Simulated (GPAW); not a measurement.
Runs of GPAW 26.7.0 on InAs. It takes space group F-43m (No. 216, cubic). Conventional cell: a = 6.036 Å, b = 6.036 Å, c = 6.036 Å, α = 90.00°, β = 90.00°, γ = 90.00°. In (site symmetry -43m) has 4 As at 2.61 Å as nearest neighbours. Around As (site symmetry -43m) lie 4 In at 2.61 Å. 

| task | level | potentials or basis | spin | k mesh | cutoff (eV) | eigensolver | maxiter | band path | band points | spin axis theta (degrees) | mesh quality | gap on the mesh (eV) | pressure (GPa) |
| --- | --- | --- | --- | --- | --- | --- | --- | --- | --- | --- | --- | --- | --- |
| band structure | WC | PAW data sets generated in the run's folder for this functional, pw | SOC, no magnetisation | 6 × 6 × 6 | 600 | - | 150 | GXWKGLUWLK,UX | 100 | 90 | not flagged | - | 1.4 |
| one-shot levels on a semilocal density | PBE | GPAW PAW data sets (gpaw-data 1.2.1), pw | off | 5 × 5 × 5 | 500 | - | 150 | - | - | - | coarse | none | (a) |
| single point | PBE | GPAW PAW data sets (gpaw-data 1.2.1), pw | off | 6 × 6 × 6 | 450 | - | 80 | - | - | - | not flagged | none | 3.1 |
| band structure | PBE | JTH PAW 2.0, PBE, pw | off | 6 × 6 × 6 | 600 | - | 150 | GXWKGLUWLK,UX | 100 | - | not flagged | - | 4.2 |

Alike in all rows: cell as given; smearing fermi-dirac 0.05 eV.

Q: Estimate the missing entries.

A: (a) 3.8.

Caveats: some runs use coarse meshes; this crystal is a semiconductor, whose small gap the functional closes, so the metal is an error of the method; the cutoff is short for stress and forces, so pressures can be off by a GPa or more (some runs); spin-orbit coupling was added after a scalar SCF, so levels and gaps hold it while energy, forces, pressure and moments don't (some runs); this program's spin-orbit splittings come out too wide for heavy elements (some runs); one-shot exact exchange on a metal's smeared states is rough (some runs); the program truncates these outside data sets (some runs); spin-orbit coupling is left out, which moves the levels of the heavy elements (some runs).

A k mesh can miss the band edges, and rows without SOC leave out spin-orbit coupling on As, In.

A gap of «none» marks a metal or a gap under the smearing width.

The runs don't all hold the same shells in valence.
